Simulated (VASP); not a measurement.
## SnSe2: band structure with rSCAN

The system is SnSe2.

```xyz
3
Lattice="3.8110 0.0000 0.0000 -1.9055 3.3004 0.0000 0.0000 0.0000 6.1360" Properties=species:S:1:pos:R:3 pbc="T T T"
Sn    0.0000    0.0000    0.0000
Se    1.9055    1.1001    4.6081
Se    0.0000    2.2003    1.5279
```

| Item | Value |
| --- | --- |
| Program | VASP 6.6.1 |
| Task | band structure |
| Functional | rSCAN |
| Potentials or basis | VASP PAW PBE potentials, release 64 (Sn_d, Se) |
| Cutoff | 520 eV |
| k mesh | 8 × 8 × 5 |
| Occupations | fermi-dirac, width 0.05 eV |
| Spin | no spin polarisation |
| Further INCAR settings | ALGO = Normal; EDIFF = 1e-06 |

```json
{
  "Pressure": "3.6 GPa",
  "Largest force": "0.523 eV/Å",
  "Band gap on the k mesh": "1.08 eV, indirect (least direct gap 1.49 eV)",
  "Band gap along the path": "1.01 eV, indirect (least direct gap 1.49 eV)"
}
```

Forces in eV/Å, atoms in the order of the input:
```
Sn   0.000  0.000  0.000
Se   0.000  0.000 -0.523
Se   0.000  0.000  0.523
```

Stress tensor (GPa, compression positive):
```
3.09 0.00 0.00
0.00 3.09 0.00
0.00 0.00 4.46
```

Levels at the corners of the path, in eV from the valence-band top:
```
point  band 10  band 11  band 12  band 13  band 14  band 15  band 16  band 17
    Γ    -0.77    -0.45    -0.45    -0.03     1.46     3.40     5.01     5.01
    M    -2.99    -2.80    -1.22    -0.36     1.37     4.25     5.87     5.90
    M    -2.99    -2.80    -1.22    -0.36     1.37     4.25     5.87     5.90
    K    -3.80    -3.47    -1.58    -1.58     1.66     7.17     7.17     7.83
    K    -3.80    -3.47    -1.58    -1.58     1.66     7.17     7.17     7.84
    Γ    -0.77    -0.45    -0.45    -0.03     1.46     3.40     5.01     5.01
    Γ    -0.77    -0.45    -0.45    -0.03     1.46     3.40     5.01     5.01
    A    -0.86    -0.86    -0.30    -0.30     2.77     3.39     4.73     4.73
    A    -0.86    -0.86    -0.30    -0.30     2.77     3.39     4.73     4.73
    L    -2.63    -2.04    -0.88    -0.75     1.10     4.68     5.26     6.32
    L    -2.63    -2.04    -0.88    -0.75     1.10     4.68     5.26     6.31
    H    -4.33    -3.85    -0.42    -0.42     2.82     5.22     5.22     6.69
    H    -4.33    -3.85    -0.42    -0.42     2.82     5.22     5.22     6.69
    A    -0.86    -0.86    -0.30    -0.30     2.77     3.39     4.73     4.73
    L    -2.63    -2.04    -0.88    -0.75     1.10     4.68     5.26     6.31
    M    -2.99    -2.80    -1.22    -0.36     1.37     4.25     5.87     5.90
    K    -3.80    -3.47    -1.58    -1.58     1.66     7.17     7.17     7.78
    H    -4.33    -3.85    -0.42    -0.42     2.82     5.22     5.22     6.69
```

It took 3.5 min on 1 thread of Intel(R) Xeon(R) 6975P-C (Granite Rapids), on a shared host, peak memory 0.24 GiB.

Caveat: the PAW data sets were made with another functional, which shifts forces and pressure a little; spin-orbit coupling is left out, which moves the levels of the heavy elements.
